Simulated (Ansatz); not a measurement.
Theory: Ansatz, DFT PBE, scalar-relativistic, plane waves, PAW. All cells share a 420 eV cutoff and Γ-centred k meshes spaced at most about 0.3 Å⁻¹ (about 0.25 or finer for metals, 2π included). No spin polarisation.

Energies count from the standard state of Hf at the same level.

Temperature and zero-point effects are left out. Only the structures computed here compete, so a lower one can exist. These runs have no spin–orbit coupling, which can matter for Hf.

A search for Hf sheets gave 4 distinct relaxed structures. All are two-dimensional sheets, periodic along a and b, with vacuum along c. Coordination counts all near atoms (those within 1.25 times the shortest distance at each site). Cells relaxed within their symmetry can be saddle points.

Task: Which structure of Hf came out lowest?

Result: The one with layer group p4mm (No. 55), reached from: random sheet. It has a = 4.020 Å, b = 4.020 Å, γ = 90.0°, thickness 2.13 Å between the outermost nuclei, 5.4 Å²/atom, no gap on the mesh. Hf at height 2.13 Å has 6 Hf at 2.84–2.93 Å; Hf at height 0.00 Å has 4 Hf at 2.93 Å. Its energy over the standard state is +1.75 eV/atom. It lies above the standard state, so it could only be metastable.

```cif
data_structure
_symmetry_space_group_name_H-M 'P 1'
_symmetry_Int_Tables_number 1
_cell_length_a 4.0204
_cell_length_b 4.0204
_cell_length_c 28.0899
_cell_angle_alpha 90.000
_cell_angle_beta 90.000
_cell_angle_gamma 90.000
_cell_volume 454.04
loop_
_atom_site_label
_atom_site_type_symbol
_atom_site_fract_x
_atom_site_fract_y
_atom_site_fract_z
_atom_site_occupancy
Hf1 Hf 0.00000 0.50000 0.31820 1
Hf2 Hf 0.50000 0.00000 0.31820 1
Hf3 Hf 0.00000 0.00000 0.24248 1
```

Task: How much higher is the p6/mmm structure with 7.5 Å²/atom and coordination Hf 6 (reached from: random sheet)?

Result: 0.38 eV/atom. It has no gap on its mesh.

Task: How much higher is the p6/mmm structure with 10.3 Å²/atom and coordination Hf 3 (reached from: random sheet)?

Result: 1.98 eV/atom. It has no gap on its mesh.

Some types were kept out of the candidates beforehand, so the set may lack a known form.
